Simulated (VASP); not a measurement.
A run of VASP 6.6.1 is set up as follows.

The input INCAR:

```
PREC     = Accurate       # precision mode
ENCUT    = 520            # plane-wave cutoff, eV
EDIFF    = 1E-6           # SCF threshold, eV
ISMEAR   = 0              # smearing method
SIGMA    = 0.15           # smearing width, eV
LREAL    = False          # projectors in reciprocal space
LASPH    = True           # aspherical terms in the spheres
NELM     = 100            # most SCF steps
ALGO     = Fast           # electronic algorithm
ISIF     = 2              # what is computed and relaxed
LWAVE    = False          # write WAVECAR
LCHARG   = False          # write CHGCAR
GGA      = PS             # functional
NBANDS   = 16             # bands
```

Contents of KPOINTS:

```
regular mesh
0
Gamma
  14 14 14
```

The input POSCAR:

```
HgTe
1.0
    0.0000000000      3.0771170000      3.0771170000
    3.0771170000      0.0000000000      3.0771170000
    3.0771170000      3.0771170000      0.0000000000
Hg Te
1 1
Direct
    0.0000000000      0.0000000000      0.0000000000
    0.4878132681      0.4878132681      0.5121867319
```

Potentials or basis: VASP PAW PBE potentials, release 64 (Hg, Te).

The run is started by

```console
$ cat potpaw_PBE.64/Hg/POTCAR potpaw_PBE.64/Te/POTCAR > POTCAR
$ mpirun -np 1 vasp_std > vasp.out
```

**Question.** Predict the largest force.

**Answer.** 0.105 eV/Å.

**Question.** Estimate the band gap on the k mesh.

**Answer.** None (metal or under the smearing width).

**Question.** Estimate the pressure.

**Answer.** -3.3 GPa.

Stress tensor (GPa, compression positive):
```
-3.43  0.00  0.00
 0.00 -3.43  0.00
 0.00  0.00 -3.15
```

Caveat: the PAW data sets were made with another functional, which shifts forces and pressure a little. The run has no spin-orbit coupling, so splittings on Hg, Te are missing.
